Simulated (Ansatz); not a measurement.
**Ionic part of the dielectric constant of MgO at -3 GPa, mode by mode**

Computed with DFT LDA, scalar-relativistic, plane waves, PAW in Ansatz 0.2.0. Settings: 420 eV plane-wave cutoff, Γ-centred 10×10×10 mesh, fixed occupations. No spin polarisation. Phonons by linear response, acoustic sum rule imposed.

The structure is cubic, space group Fm-3m (No. 225). Conventional cell: a = 4.184 Å, b = 4.184 Å, c = 4.184 Å, α = 90.00°, β = 90.00°, γ = 90.00°. Mg (site symmetry m-3m) has 6 O at 2.09 Å as nearest neighbours. O (site symmetry m-3m) is surrounded by 6 Mg at 2.09 Å.

The primitive cell has V = 18.31 Å³ and ε∞,yy = 3.202. Each polar mode adds Δε = (4.92064×10⁷/V)·S/ν² along y, with S its oscillator strength in e²/amu, ν in cm⁻¹ and V in Å³.

Question: From these modes, find each Δε and ε0,yy.
| ν (cm⁻¹) | S_yy (e²/amu) |
| --- | --- |
| 391.3 | 0.4041 |

Answer:
| ν (cm⁻¹) | Δε |
| --- | --- |
| 391.3 | 7.09 |

The sum is 7.091, so ε0,yy = 10.29; the run's tensor has 10.29.

Question: Where do the longitudinal modes lie for a wave vector along y?

Answer: At 702 cm⁻¹. The Lyddane–Sachs–Teller product Π(ν_LO/ν_TO)² = 3.21 matches ε0/ε∞ = 3.21.

Cost: 1 run of about 0.22 core-minutes, on Intel Xeon Platinum 8488C (Sapphire Rapids) (shared hosts).

The lattice supplies most of the static screening in MgO: the ionic term of 7.09 far exceeds the electronic background of 3.202. It comes from a single entry because rocksalt has only one infrared-active optical mode, the triply degenerate motion of the Mg sublattice against the O sublattice, and cubic symmetry makes the response the same along every axis. The oscillator strength, taken with the reduced mass of the pair, implies Born charges close to the formal ionic values. The large response therefore reflects nearly rigid ions on a moderately soft spring, not the anomalous charge transfer found in ferroelectric perovskites. The same charges set up the macroscopic field that stiffens the longitudinal mode to 702 cm⁻¹.

The electronic constant lies somewhat above the measured value for MgO, probably mainly because LDA underestimates the gap and so makes the electrons too polarisable. Tension normally softens the transverse mode and raises the ionic term, but a single pressure cannot show how large that effect is here.
